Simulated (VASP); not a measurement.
# Na (I4/mmm) in VASP: single point with PBEsol

Aim: the single point of Na with PBEsol.

Program: VASP 6.6.1. These are calculated values, not measurements. Logs are shortened: lines on timing, memory, paths and dates and some standing lists are left out, and cuts for length are marked.

### Step 1. The structure

It takes space group I4/mmm (No. 139, tetragonal). The conventional cell has a = 3.777 Å, b = 3.777 Å, c = 5.275 Å, α = 90.00°, β = 90.00°, γ = 90.00°. Na (site symmetry 4/mmm) is surrounded by 12 Na at 3.75 to 3.78 Å.

This isn't the form of Na at room conditions, which is bcc.

### Step 2. Single point, PBEsol

Input file INCAR:

```
SYSTEM = Na
PREC = Accurate ; ENCUT = 520
EDIFF = 1E-6 ; ISMEAR = 0
SIGMA = 0.1 ; LREAL = .False.
LASPH = .True. ; NELM = 60
ALGO = Fast ; ISIF = 2
LWAVE = .False. ; LCHARG = .False.
GGA = PS ; NBANDS = 10
```

Input file KPOINTS:

```
Automatic mesh
0
Gamma
  6 6 6
  0 0 0
```

Input file POSCAR:

```
Na
1.0
   -1.8882910800      1.8882910800      2.6372766800
    1.8882910800     -1.8882910800      2.6372766800
    1.8882910800      1.8882910800     -2.6372766800
Na
1
Direct
    0.0000000000      0.0000000000      0.0000000000
```

Potentials or basis: VASP PAW PBE potentials, release 64 (Na_pv).

Command:

```sh
$ cat potpaw_PBE.64/Na_pv/POTCAR > POTCAR
$ mpirun -np 1 vasp_std > vasp.out
```

OUTCAR:

```text
SYSTEM = Na
   PREC = Accurate
   ENCUT = 520
   EDIFF = 1E-6
   ISMEAR = 0
   LREAL = .False.
   LASPH = .True.
   NELM = 60
   ISIF = 2
   GGA = PS

 ion  position               nearest neighbor table
   1  0.000  0.000  0.000-

  LATTYP: Found a body centered tetragonal cell.
 ALAT       =     3.7765821600
 C/A-ratio  =     1.3966473220

  Lattice vectors:

 A1 = (  -1.8882910800,   1.8882910800,   2.6372766800)
 A2 = (   1.8882910800,  -1.8882910800,   2.6372766800)
 A3 = (   1.8882910800,   1.8882910800,  -2.6372766800)

Analysis of symmetry for initial positions (statically):
=====================================================================
 Subroutine PRICEL returns:
 Original cell was already a primitive cell.

 Routine SETGRP: Setting up the symmetry group for a
 body centered tetragonal supercell.

 Subroutine GETGRP returns: Found 16 space group operations
 (whereof 16 operations were pure point group operations)
 out of a pool of 16 trial point group operations.

The static configuration has the point symmetry D_4h.

Analysis of symmetry for dynamics (positions and initial velocities):
=====================================================================
 Subroutine PRICEL returns:
 Original cell was already a primitive cell.

 Routine SETGRP: Setting up the symmetry group for a
 body centered tetragonal supercell.

 Subroutine GETGRP returns: Found 16 space group operations
 (whereof 16 operations were pure point group operations)
 out of a pool of 16 trial point group operations.

The dynamic configuration has the point symmetry D_4h.

 Subroutine INISYM returns: Found 16 space group operations
 (whereof 16 operations are pure point group operations),
 and found     1 'primitive' translations

----------------------------------------------------------------------------------------

                                     Primitive cell

  volume of cell :      37.6144

  direct lattice vectors                    reciprocal lattice vectors
    -1.888291080  1.888291080  2.637276680     0.000000000  0.264789685  0.189589512
     1.888291080 -1.888291080  2.637276680     0.264789685  0.000000000  0.189589512
     1.888291080  1.888291080 -2.637276680     0.264789685  0.264789685  0.000000000

  length of vectors
     3.753200593  3.753200593  3.753200593     0.325665105  0.325665105  0.374469164

  position of ions in fractional coordinates (direct lattice)
     0.000000000  0.000000000  0.000000000

  ion indices of the primitive-cell ions
   primitive index   ion index
[... 80 lines left out ...]
   ISYM   =      2    0-nonsym 1-usesym 2-fastsym
   POTIM  = 0.5000    time-step for ionic-motion
   TEBEG  =    0.0;   TEEND  =   0.0 temperature during run
   PSTRESS=    0.0 pullay stress
   NELECT =       7.0000    total number of electrons
   NUPDOWN=      -1.0000    fix difference up-down
   EMIN   =  10.00;   EMAX   =-10.00  energy-range for DOS
   EFERMI =   0.00;   METHOD = LEGACY
   ISMEAR =     0;   SIGMA  =   0.10  broadening in eV -4-tet -1-fermi 0-gaus
   EFERMI_NEDOS =   21; number of points for ismear=-14 and -15
   IALGO  =     68    algorithm
   IMIX   =      4    mixing-type and parameters
     AMIX     =   0.40;   BMIX     =  1.00
     AMIX_MAG =   1.60;   BMIX_MAG =  1.00
  volume/ion in A,a.u.               =      37.61       253.83
  Fermi-wavevector in a.u.,A,eV,Ry     =   0.934666  1.766262 11.886050  0.873600
  Thomas-Fermi vector in A             =   2.061494
   LORBIT       =      0    0 simple, 1 ext, 2 COOP (PROOUT), +10 PAW based schemes
   GGA     = PS    functional components
   LHFCALC =     F    Hartree Fock is set to
   AEXX    =    0.0000 exact exchange contribution
   IVDW    =     0    specifies the selected vdW correction
   LEPSILON=     F    determine dielectric tensor
   LRPA    =     F    only Hartree local field effects (RPA)
 non-spin polarized calculation
 RMM-DIIS sequential band-by-band and
 Gauss-broadening in eV      SIGMA  =   0.10
  energy-cutoff  :      520.00
  volume of cell :       37.61
 maximum number of plane-waves:      1026
   NGX = 13   NGY = 13   NGZ = 13

 number of electron       6.9999993 magnetization

 Free energy of the ion-electron system (eV)
  ---------------------------------------------------
  ext. energy  EPLUGINS =         0.00000000
  ---------------------------------------------------
  free energy    TOTEN  =        -1.38882472 eV

  energy without entropy =       -1.38452372  energy(sigma->0) =       -1.38667422

 E-fermi :   0.0469     XC(G=0):  -6.4625

 val. band max:        0.0193395320   @ k =  -0.3333  -0.3333   0.1667
 cond. band min:       0.5371431889   @ k =   0.5000   0.1667   0.0000
 fundamental gap:      0.5178036569
 Fermi energy:         0.0468604461

 k-point     1 :       0.0000    0.0000    0.0000
  band No.  band energies     occupation
      1     -24.5296      2.00000
      2     -24.5294      2.00000
      3     -24.5294      2.00000
      4      -2.9834      2.00000
      5      11.2564      0.00000
      6      11.2564      0.00000
      7      11.2995      0.00000
      8      12.3505      0.00000
      9      12.8118      0.00000
     10      12.8120      0.00000
[... 287 lines left out ...]
 k-point    24 :      -0.1667   -0.3333    0.1667
  band No.  band energies     occupation
      1     -24.5502      2.00000
      2     -24.5354      2.00000
      3     -24.5353      2.00000
      4      -1.3096      2.00000
      5       5.4260      0.00000
      6       8.5654      0.00000
      7       8.6342      0.00000
      8       9.7489      0.00000
      9      12.6384      0.00000
     10      14.9009      0.00000

 [... further k-points ...]

------------------------ aborting loop because EDIFF is reached ----------------------------------------

  FORCE on cell =-STRESS in cart. coord.  units (eV):
  Direction    XX          YY          ZZ          XY          YZ          ZX
  --------------------------------------------------------------------------------------
  -------------------------------------------------------------------------------------
  Total       -0.0227385     -0.0227385     -0.0539566      0.0000000     -0.0000000      0.0000000
  in kB       -0.9685438     -0.9685438     -2.2982713      0.0000000     -0.0000000      0.0000000
  external PRESSURE =      -1.4117863 kB  Pullay stress =       0.0000000 kB

 VOLUME and BASIS-vectors are now :
 -----------------------------------------------------------------------------
  energy-cutoff  :      520.00
  volume of cell :       37.61
      direct lattice vectors                 reciprocal lattice vectors
    -1.888291080  1.888291080  2.637276680     0.000000000  0.264789685  0.189589512
     1.888291080 -1.888291080  2.637276680     0.264789685  0.000000000  0.189589512
     1.888291080  1.888291080 -2.637276680     0.264789685  0.264789685  0.000000000

 POSITION                                       TOTAL-FORCE (eV/Angst)
 -----------------------------------------------------------------------------------
      0.00000      0.00000      0.00000        -0.000000      0.000000     -0.000000
 -----------------------------------------------------------------------------------
    total drift:                                0.000000     -0.000000     -0.000000

  FREE ENERGIE OF THE ION-ELECTRON SYSTEM (eV)
  ---------------------------------------------------
  free  energy   TOTEN  =        -1.3888247155 eV

  energy  without entropy=       -1.3845237237  energy(sigma->0) =       -1.38667422
```

stdout:

```text
POSCAR found type information on POSCAR Na
 POSCAR found :  1 types and       1 ions
 scaLAPACK will be used
 -----------------------------------------------------------------------------
|                                                                             |
|                                                                             |
|     You enforced a specific xc type in the INCAR file but a different       |
|     I HOPE YOU KNOW WHAT YOU ARE DOING!                                     |
|                                                                             |
 -----------------------------------------------------------------------------

 LDA part: xc-table for (Slater+PW92), standard interpolation
 POSCAR, INCAR and KPOINTS ok, starting setup
 FFT: planning ... GRIDC
 FFT: planning ... GRID_SOFT
 FFT: planning ... GRID
 WAVECAR not read
 entering main loop
```

Run time: 5.1 s. Hardware: 1 thread of Intel Xeon 6975P-C (Granite Rapids), shared host; peak memory 0.14 GiB.

Results:

```
Free energy            : -1.3888 eV
Pressure               : -0.1 GPa
Band gap on the k mesh : none (metal or under the smearing width)
```

Stress tensor (GPa, compression positive):
```
-0.10  0.00  0.00
 0.00 -0.10  0.00
 0.00  0.00 -0.23
```

Caveat: the k mesh is coarse (spacing up to 0.39 Å⁻¹), so the values aren't converged; the PAW data sets were made with another functional, which shifts forces and pressure a little.
